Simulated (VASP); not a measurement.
These are PBEsol GGA, VASP's PBE PAW potentials (set 64) (plane waves; VASP) values and carry that method's errors.

A VASP calculation is set up with these files.

POSCAR:
```
CaF2(111) slab
24.3044240
  0.1578608782   0.0000000000   0.0000000000
 -0.0789304596   0.1367115113   0.0000000000
  0.0000000000   0.0000000000   1.0000000065
F Ca
6 3
Cart
  0.0789305112   0.0455704582   0.3385744245
 -0.0000000926   0.0911410531   0.4674345255
  0.1578608782   0.0000000000   0.4038331375
  0.0789304187   0.1367115113   0.5961668690
  0.0789305112   0.0455704582   0.5325654809
 -0.0000000926   0.0911410531   0.6614255820
 -0.0000000926   0.0911410531   0.3714202859
  0.1578608782   0.0000000000   0.5000000032
  0.0789305112   0.0455704582   0.6285797206
```

**INCAR**
```
! general
SYSTEM = CaF2(111) slab
PREC   = Normal
ENCUT  = 450
LREAL  = .False.
LASPH  = .True.

! electronic loop
EDIFF  = 1E-6
NELM   = 100
NELMIN = 4
ALGO   = Normal

! smearing
ISMEAR = 0
SIGMA  = 0.05

! functional
GGA    = PS

! output
LWAVE  = .False.
LCHARG = .False.
LORBIT = 11
LVHAR  = .True.

! other
LDIPOL = .True.
IDIPOL = 3
DIPOL  = 0.5 0.5 0.5
```

**KPOINTS**
```
Automatic mesh
0
Gamma
6 6 1
0 0 0
```

POTCAR, in this order: F Ca_sv (PBE.64 set). Program: vasp_std. Read from the step before: WAVECAR.

What VASP printed:

OSZICAR:
```
       N       E                     dE             d eps       ncg     rms          rms(c)
DAV:   1    -0.530609044949E+02   -0.53061E+02   -0.75809E-05   843   0.138E-01    0.670E-03
DAV:   2    -0.530609038935E+02    0.60139E-06   -0.29085E-05   748   0.386E-02    0.713E-03
DAV:   3    -0.530609028719E+02    0.10217E-05   -0.29923E-06   644   0.140E-02    0.459E-03
DAV:   4    -0.530609013451E+02    0.15267E-05   -0.13724E-06   553   0.193E-02    0.310E-03
DAV:   5    -0.530609007291E+02    0.61600E-06   -0.25706E-06   620   0.179E-02
   1 F= -.53060901E+02 E0= -.53060901E+02  d E =-.218998E-24
```

**OUTCAR**
```
------------------------ aborting loop because EDIFF is reached ----------------------------------------
  FORCE on cell =-STRESS in cart. coord.  units (eV):
  Direction    XX          YY          ZZ          XY          YZ          ZX
  --------------------------------------------------------------------------------------
  Total       -4.3828306     -4.3828294     -1.7917787      0.0000007      0.0000000      0.0000000
  in kB      -22.6636403    -22.6636338     -9.2652973      0.0000034      0.0000000      0.0000000
  external PRESSURE =     -18.1975238 kB  Pullay stress =       0.0000000 kB
  volume of cell :      309.84
      direct lattice vectors                 reciprocal lattice vectors
     3.836717717  0.000000000  0.000000000     0.260639451  0.150480318  0.000000000
    -1.918359356  3.322694536  0.000000000     0.000000000  0.300960557  0.000000000
     0.000000000  0.000000000 24.304424157     0.000000000  0.000000000  0.041144772
 POSITION                                       TOTAL-FORCE (eV/Angst)
 -----------------------------------------------------------------------------------
      1.91836      1.10756      8.22886        -0.000000      0.000000      0.004556
     -0.00000      2.21513     11.36073        -0.000000      0.000000      0.008761
      0.00000      0.00000      9.81493        -0.000000      0.000000      0.021204
      0.00000      0.00000     14.48949         0.000000     -0.000000     -0.021204
      1.91836      1.10756     12.94370         0.000000     -0.000000     -0.008761
     -0.00000      2.21513     16.07557         0.000000     -0.000000     -0.004556
     -0.00000      2.21513      9.02716        -0.000000      0.000000     -0.014088
      0.00000      0.00000     12.15221        -0.000000      0.000000      0.000000
      1.91836      1.10756     15.27727         0.000000     -0.000000      0.014088
 -----------------------------------------------------------------------------------
    total drift:                                0.000000     -0.000000      0.000000
  FREE ENERGIE OF THE ION-ELECTRON SYSTEM (eV)
  ---------------------------------------------------
  free  energy   TOTEN  =       -53.0609007291 eV

  energy  without entropy=      -53.0609007291  energy(sigma->0) =      -53.06090073

 total charge

# of ion       s       p       d       tot
------------------------------------------
    1        1.743   4.359   0.000   6.103
    2        1.745   4.382   0.000   6.128
    3        1.745   4.382   0.000   6.128
    4        1.745   4.382   0.000   6.128
    5        1.745   4.382   0.000   6.128
    6        1.743   4.359   0.000   6.103
    7        2.020   5.863   0.217   8.100
    8        2.023   5.870   0.229   8.122
    9        2.020   5.863   0.217   8.100
--------------------------------------------------
tot         16.530  43.845   0.663  61.037
```
(Selected blocks of OUTCAR.)

### OUTCAR
```
 val. band max:       -5.3108724887   @ k =   0.5000   0.0000   0.0000

 cond. band min:       1.4664652300   @ k =   0.0000   0.0000   0.0000


 Fermi energy:        -4.9547533520

 k-point     1 :       0.0000    0.0000    0.0000
  band No.  band energies     occupation
      1     -41.2848      2.00000
      2     -41.2838      2.00000
      3     -41.1012      2.00000
      4     -25.4018      2.00000
      5     -25.3542      2.00000
      6     -24.7837      2.00000
      7     -24.6191      2.00000
      8     -24.2351      2.00000
      9     -24.2060      2.00000
     10     -22.3027      2.00000
     11     -22.3027      2.00000
     12     -22.3006      2.00000
     13     -22.3006      2.00000
     14     -22.2331      2.00000
     15     -22.1702      2.00000
     16     -22.1702      2.00000
     17     -22.1173      2.00000
     18     -21.7553      2.00000
     19      -7.4846      2.00000
     20      -7.4842      2.00000
     21      -7.4233      2.00000
     22      -7.0757      2.00000
     23      -7.0754      2.00000
     24      -6.9469      2.00000
     25      -6.8710      2.00000
     26      -6.8706      2.00000
     27      -6.5707      2.00000
     28      -6.1286      2.00000
     29      -6.0257      2.00000
     30      -6.0252      2.00000
     31      -5.7121      2.00000
     32      -5.6076      2.00000
     33      -5.5795      2.00000
     34      -5.5790      2.00000
     35      -5.5226      2.00000
     36      -5.5221      2.00000
     37       1.4665      0.00000
     38       1.6787      0.00000
     39       2.5581      0.00000
     40       3.0032      0.00000
     41       3.3004      0.00000
     42       3.7581      0.00000
     43       3.7601      0.00000

 k-point     2 :       0.1667    0.0000    0.0000
  band No.  band energies     occupation
      1     -41.2785      2.00000
      2     -41.2777      2.00000
      3     -41.0949      2.00000
      4     -25.4064      2.00000
      5     -25.3776      2.00000
...
```

At this cut-off the stress carries a Pulay error, which pulls relaxed volumes low.

The cell is a thin slab with vacuum, built from CaF2 (fluorite): (111) face.
